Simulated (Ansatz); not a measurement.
This Ansatz 0.2.0 run on N needs a look.

run.py

```python
import json

import ase.io
import numpy as np
from ase.calculators.calculator import CalculationFailed, Calculator
from ase.stress import full_3x3_to_voigt_6_stress
from ase.units import GPa

import ansatz as az

class AnsatzCalculator(Calculator):
    implemented_properties = ["energy", "free_energy", "forces", "stress", "magmom"]

    def calculate(self, atoms, properties, system_changes):
        super().calculate(atoms, properties, system_changes)
        structure = atoms.copy()
        structure.set_constraint()
        structure.set_momenta(None)
        structure.set_masses(None)
        outcome = (
            az.Crystal.from_ase(structure)
            .calculation()
            .basis(xc_grid=2)
            .kpoints(1, 1, 1)
            .functional("pbe", dispersion="d4")
            .pseudopotentials(kind="paw")
            .scf(max_iterations=60, tolerance=2e-10)
            .occupations(method="fermi_dirac", width=0.1)
            .forces()
            .stress()
            .run(threads=2)
        )
        if not outcome.report["converged"]:
            raise CalculationFailed("SCF not converged")
        report = outcome.report
        self.results = {
            "free_energy": report["lagrangian_ev"],
            "energy": report["lagrangian_ev"],
            "forces": np.array(report["forces_ev_ang"]),
            "stress": -GPa * full_3x3_to_voigt_6_stress(report["stress_gpa"]),
            "magmom": report["magnetization_mub"],
        }

np.set_printoptions(precision=5, suppress=True, linewidth=110)
atoms = ase.io.read("POSCAR", format="vasp")
atoms.calc = AnsatzCalculator()
cell = atoms.cell[:].copy()
pairs = [(0, 0), (1, 1), (2, 2), (1, 2), (0, 2), (0, 1)]
C = np.zeros((6, 6))
for j, (a, b) in enumerate(pairs):
    stress = []
    for e in (0.003, -0.003):
        strain = np.eye(3)
        strain[a, b] += e if a == b else e / 2
        strain[b, a] = strain[a, b]
        atoms.set_cell(cell @ strain, scale_atoms=True)
        stress.append(atoms.get_stress())
    C[:, j] = (stress[0] - stress[1]) / (2 * 0.003) / GPa
print("clamped-ion stress-strain coefficients (GPa, Voigt)", C.round(1), sep="\n")
print(f"Voigt bulk modulus {(C[:3, :3].sum()) / 9:.1f} GPa")
json.dump({"C": C.tolist()}, open("results.json", "w"))
```

POSCAR

```
N
1.0
    2.5194737886      0.0000000000      0.0000000000
   -1.2597368943      2.1819283051      0.0000000000
    0.0000000000      0.0000000000      2.4460020000
N
2
Direct
    0.3333333333      0.6666666667      0.7500000000
    0.6666666667      0.3333333333      0.2500000000
```

Potentials or basis: Ansatz PAW.

Command:

```sh
$ python run.py
```

Output:

```text
DeckWarning: basis.ecutwfc = 420 eV, auto-derived from the records' recommended cutoffs: set by N (normal level)
PlacementWarning: RAYON_NUM_THREADS=2 ignored (pool sized by the plan → 2); use plan(threads=…)
clamped-ion stress-strain coefficients (GPa, Voigt)
[[-380.   899.4 1338.1    0.     0.1    0. ]
 [ 899.5 -380.  1338.1    0.    -0.1   -0. ]
 [1412.3 1412.4  513.9    0.     0.     0. ]
 [   0.     0.     0.   930.     0.     0. ]
 [   0.     0.     0.     0.   930.     0. ]
 [   0.     0.     0.     0.     0.  -639.8]]
Voigt bulk modulus 783.8 GPa
```

Q: What happened, and what is wrong with the input?

A: The calculation finished and met its thresholds. The input holds a flaw that was put in on purpose: one k-point for a small cell (kpoints.mp_grid.grid = 1 × 1 × 1). The program doesn't stop on it, so the numbers can't be trusted though the run ends normally.
